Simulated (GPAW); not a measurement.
# InAs (F-43m) in GPAW: further runs, part 2 of 2

GPAW 26.7.0.

## 3. Hybrid scf, r2SCAN0+D3(BJ)

The input, run.py:

```python
import numpy as np
from ase import Atoms
from ase.calculators.mixing import SumCalculator
from ase.dft.bandgap import bandgap
from ase.io import write
from dftd3.ase import DFTD3
from gpaw import GPAW, PW
from gpaw.xc import parametrizedxc

class ScaledMGGA(parametrizedxc.ParametrizedKernel):
    """Weighted sum of Libxc meta-GGA parts, named like '0.75_MGGA_X_..+1.0_MGGA_C_..'."""
    def __init__(self, name):
        super().__init__(name)
        self.type = 'MGGA'

    def calculate(self, e_g, n_sg, dedn_sg, sigma_xg, dedsigma_xg, tau_sg, dedtau_sg):
        e_g[:] = dedsigma_xg[:] = dedtau_sg[:] = 0.0
        for kernel, c in zip(self.kernels, self.coefs):
            e, v, s, t = [np.zeros_like(x) for x in [e_g, dedn_sg, dedsigma_xg, dedtau_sg]]
            kernel.calculate(e, n_sg, v, sigma_xg, s, tau_sg, t)
            e_g += c * e
            dedn_sg += c * v
            dedsigma_xg += c * s
            dedtau_sg += c * t

parametrizedxc.ParametrizedKernel = ScaledMGGA

atoms = Atoms(['In', 'As'],
              cell=[[0.0, 3.018, 3.018],
                    [3.018, 0.0, 3.018],
                    [3.018, 3.018, 0.0]],
              scaled_positions=[[0.0, 0.0, 0.0],
                                [0.75, 0.75, 0.75]],
              pbc=True)

calc = GPAW(mode=PW(300),
            xc={'name': '0.750_MGGA_X_R2SCAN+1.0_MGGA_C_R2SCAN', 'fraction': 0.25, 'omega': 0.0, 'backend': 'pw'},
            kpts={'size': (2, 2, 2), 'gamma': True},
            occupations={'name': 'fermi-dirac', 'width': 0.05},
            nbands=18,
            convergence={'density': 0.0001},
            maxiter=100,
            txt='gpaw.txt')
atoms.calc = SumCalculator([calc, DFTD3(method='r2scan0', damping='d3bj')])
energy = atoms.get_potential_energy()
calc.write('gs.gpw')
write('result.traj', atoms)
print(f'Energy: {energy:.6f} eV')
print('Fermi level:', round(calc.get_fermi_level(), 4), 'eV')
print(f'Gap: {bandgap(calc)[0]:.4f} eV, direct: {bandgap(calc, direct=True)[0]:.4f} eV')
```

Potentials or basis: GPAW PAW data sets (gpaw-data 1.2.1), pw.

Launch:

```bash
$ OMP_NUM_THREADS=1 python run.py
```

gpaw.txt:

```text
__  _  _
 | _ |_)|_||  |
 |__||  | ||/\| - 26.7.0

Input parameters:
  mode=PW(ecut=300.0),
  convergence={'density': 0.0001},
  kpts=MonkhorstPack(size=(2, 2, 2), gamma=True),
  maxiter=100,
  nbands=18,
  occupations=Occupations(name='fermi-dirac', width=0.05),
  xc=XC(name='0.750_MGGA_X_R2SCAN+1.0_MGGA_C_R2SCAN', fraction=0.25, omega=0.0, backend='pw')

Diagonalizing LCAO Hamiltonian
Converting LCAO to pw mode

                     As

       In

Atoms  # Å, Bohr magnetons
|   | symbol |        x |        y |        z |    initial magnetic moments |
|---|--------|----------|----------|----------|-----------------------------|
| 0 |     In | 0.000000 | 0.000000 | 0.000000 | ( 0.0000,  0.0000,  0.0000) |
| 1 |     As | 4.527000 | 4.527000 | 4.527000 | ( 0.0000,  0.0000,  0.0000) |

Unit cell  # Å
| periodic |        x |        y |        z |  lengths |    angles |
|----------|----------|----------|----------|----------|-----------|
|      yes | 0.000000 | 3.018000 | 3.018000 | 4.268097 | 60.000000 |
|      yes | 3.018000 | 0.000000 | 3.018000 | 4.268097 | 60.000000 |
|      yes | 3.018000 | 3.018000 | 0.000000 | 4.268097 | 60.000000 |

Number of symmetries: 24
Symmetry operations  # r_c * U_cc + t_c -> r_c
|    | kind |            matrix            |
|----|------|------------------------------|
|  0 |  E   |  1, 0, 0,  0, 1, 0,  0, 0, 1 |
|  1 |  σ   |  1, 0, 0,  0, 0, 1,  0, 1, 0 |
|  2 |  σ   |  1, 0,-1,  0, 1,-1,  0, 0,-1 |
|  3 |  C3  |  1, 0,-1,  0, 0,-1,  0, 1,-1 |
|  4 |  C3  |  1,-1, 0,  0,-1, 1,  0,-1, 0 |
|  5 |  σ   |  1,-1, 0,  0,-1, 0,  0,-1, 1 |
|  6 |  σ   |  0, 1, 0,  1, 0, 0,  0, 0, 1 |
|  7 |  C3  |  0, 1, 0,  0, 0, 1,  1, 0, 0 |
|  8 |  C2  |  0, 1,-1,  1, 0,-1,  0, 0,-1 |
|  9 |  S4  |  0, 1,-1,  0, 0,-1,  1, 0,-1 |
| 10 |  C3  |  0, 0, 1,  1, 0, 0,  0, 1, 0 |
| 11 |  σ   |  0, 0, 1,  0, 1, 0,  1, 0, 0 |
| 12 |  S4  |  0, 0,-1,  1, 0,-1,  0, 1,-1 |
| 13 |  C3  |  0, 0,-1,  0, 1,-1,  1, 0,-1 |
| 14 |  S4  |  0,-1, 1,  1,-1, 0,  0,-1, 0 |
| 15 |  C2  |  0,-1, 1,  0,-1, 0,  1,-1, 0 |
| 16 |  C3  |  0,-1, 0,  1,-1, 0,  0,-1, 1 |
| 17 |  S4  |  0,-1, 0,  0,-1, 1,  1,-1, 0 |
| 18 |  S4  | -1, 1, 0, -1, 0, 1, -1, 0, 0 |
| 19 |  C3  | -1, 1, 0, -1, 0, 0, -1, 0, 1 |
| 20 |  C3  | -1, 0, 1, -1, 1, 0, -1, 0, 0 |
| 21 |  S4  | -1, 0, 1, -1, 0, 0, -1, 1, 0 |
| 22 |  σ   | -1, 0, 0, -1, 1, 0, -1, 0, 1 |
| 23 |  C2  | -1, 0, 0, -1, 0, 1, -1, 1, 0 |

BZ-sampling:
  Number of BZ points: 8
  Number of IBZ points: 3

  Monkhorst-Pack size: [2, 2, 2]
  Monkhorst-Pack shift: [0.25, 0.25, 0.25]

K-points  # in reciprocal-cell coordinates
|   |                                coordinates |     weight |
|---|--------------------------------------------|------------|
| 0 | (  0.00000000,   0.00000000,   0.00000000) | 0.12500000 |
| 1 | (  0.50000000,   0.50000000,   0.00000000) | 0.37500000 |
| 2 | (  0.50000000,   0.50000000,   0.50000000) | 0.50000000 |

Plane wave coefficients: 645
Cutoff: 300.0 eV

Spin-components: 1 (collinear spins)
Bands:           18
Projectors:      11
Spin-degeneracy: 2
Datatype:        complex128

Density:
  Valence electrons: 18.0
  Components: 1
  Grid points: [18 18 18]
  Charge: 0.0  # |e|

Potential:
  Grid points: [18 18 18]

species:
  In:
    name:    Indium
    Z:       49.0
    valence: 13
    core:    36
    charge:  0.0  # [|e|]
    compensation charges:
      type: gauss
      rc: 0.36  # [Å]
      lmax: 2
    cutoffs:
      filter: 2.09  # [Å]
      core: 2.48  # [Å]
    projectors
    | kind |    occ | energy [eV] | rcut [Å] |
    |------|--------|-------------|----------|
    |   5s |  2.000 |      -8.203 |    1.185 |
    |   5p |  1.000 |      -2.521 |    1.244 |
    |   4d | 10.000 |     -18.629 |    1.148 |
    |    s |        |      19.008 |    1.185 |
    |    p |        |      24.691 |    1.244 |
    |    d |        |       8.583 |    1.148 |

    Using partial waves for In as LCAO basis

  As:
    name:    Arsenic
    Z:       33.0
    valence: 5
    core:    28
    charge:  0.0  # [|e|]
    compensation charges:
      type: gauss
      rc: 0.33  # [Å]
      lmax: 2
    cutoffs:
      filter: 1.87  # [Å]
      core: 2.96  # [Å]
    projectors
    | kind |    occ | energy [eV] | rcut [Å] |
    |------|--------|-------------|----------|
    |   4s |  2.000 |     -14.487 |    1.058 |
    |   4p |  3.000 |      -5.196 |    1.058 |
    |    s |        |      12.725 |    1.058 |
    |    p |        |      22.016 |    1.058 |
    |    d |        |       0.000 |    1.058 |

    Using partial waves for As as LCAO basis

Reference energy: -221478.393260  # eV

eigensolver:
  PPCG
  Converge bands: occupied
  niter=2

density mixing:
  MSR1-Mixer
  Pratt-step length: 0.05
  Maximum mixing coefficient: 0.75
  Old densities: 10
  SVD Regularization: 0.005
  Good broyden scale: 1.0
  Trust region scale: 1.0
  Backstep threshold: 4.0
  History deletion threshold: 6.0
  Fourier metric: weight=20.0, sigma=0.015

occupation numbers:
  Fermi-Dirac:
    width: 0.0500  # eV

poisson solver:
  ecut: 2400.0  # eV

xc functional:
  name: 0.750_MGGA_X_R2SCAN+1.0_MGGA_C_R2SCAN with 2 nearest neighbor stencil

convergence criteria:
- Maximum integral of absolute [dens]ity change: 0.0001 electrons / valence electron
- Maximum [total energy] change in last 3 cyles: 0.0005 eV / valence electron
- Maximum integral of absolute [eigenst]ate change: 4e-08 eV^2 / valence electron
maximum number of iterations: 100

IBZ(<points: 3, symmetries: 24>)
Occupied bands: 10
SCF iterations
|iter     | |      energy | eigst |  dens |
|---------|-|-------------|-------|-------|
|iter:   1| |-1640.835378 | -0.48 |       |
|iter:   2| |  -27.497859 | -0.86 | -0.77 |
|iter:   3| |  -27.659202 | -2.21 | -0.96 |
|iter:   4| |  -27.413856 | -2.23 | -1.05 |
|iter:   5| |  -27.405502 | -2.33 | -1.25 |
|iter:   6| |  -27.395859 | -3.06 | -1.51 |
|iter:   7| |  -27.396781 | -3.39 | -1.90 |
|iter:   8| |  -27.396595c| -4.59 | -2.39 |
|iter:   9| |  -27.397295c| -4.20 | -2.56 |
|iter:  10| |  -27.396475c| -4.86 | -2.71 |
|iter:  11| |  -27.396320c| -5.48 | -2.79 |
|iter:  12| |  -27.396069c| -5.47 | -2.78 |
|iter:  13| |  -27.396068c| -5.89 | -3.16 |
|iter:  14| |  -27.396071c| -7.57c| -4.16c|

Converged in 14 steps
Energy contributions relative to reference atoms: (reference = -221478.393260)

Energy contributions:
  Kinetic:          45.519867
  Coulomb:         -38.754135
  Zero:              0.457721
  External:          0.000000
  Xc:             1597.662507
  Entropy:          -0.000000
  Spinorbit:         0.000000
  Hybrid_Xc_Cc:     -1539.709933
  Hybrid_Xc_Vc:       -45.026920
  Hybrid_Xc_Vv:       -47.545177
  ----------------------------
  Free energy:     -27.396071
  Extrapolated:    -27.396071

dipole moment: (-17.064855, -17.064855, -17.064855)  # |e|*Ang

Fermi level: 5.066
Eigenvalues  # (at kpt = [0.000, 0.000, 0.000])
| band index |      eig [eV] | occ [0-2] |
|------------|---------------|-----------|
|          0 |       -12.389 |     2.000 |
|          1 |       -12.389 |     2.000 |
|          2 |       -12.389 |     2.000 |
|          3 |       -12.232 |     2.000 |
|          4 |       -12.232 |     2.000 |
|          5 |        -9.055 |     2.000 |
[... 10 lines left out ...]
|         16 |        16.604 |     0.000 |
|         17 |        16.604 |     0.000 |

Gap: 1.778 eV
Transition (v -> c):
  (s=0, k=0, n=8, [0.00, 0.00, 0.00]) -> (s=0, k=0, n=9, [0.00, 0.00, 0.00])
No difference between direct/indirect transitions
# Writing to gs.gpw (mode='')
```

stdout:

```text
Energy: -27.798569 eV
Fermi level: 5.0659 eV
Gap: 1.7777 eV, direct: 1.7777 eV
```

Run time: 94 s. Hardware: 1 thread of Arm Neoverse V1, shared host; peak memory 0.27 GiB.

These settings aren't checked as converged: the numbers below hold their error.

Results:

```yaml
Free_energy: -27.7986 eV
Band_gap_on_the_k_mesh: 1.78 eV, direct
Dispersion_energy_per_atom: -0.201 eV
```

Caveat: the k mesh is coarse (spacing up to 0.90 Å⁻¹), so the values aren't converged, least of all with exact exchange; exact exchange converges slowly with the k mesh, and this mesh is small; the scaled meta-GGA exchange is a class typed in the script; spin-orbit coupling is left out, which moves the levels of the heavy elements.

## 4. Comparison with measurements

Step 2. Measured gap of InAs: 0.418 eV (direct; 4.2 K; a printed reference work, data compilation). This calculation gives 0.00 eV (-0.42 eV). The value is that of optB88-vdW, without temperature or zero-point motion.
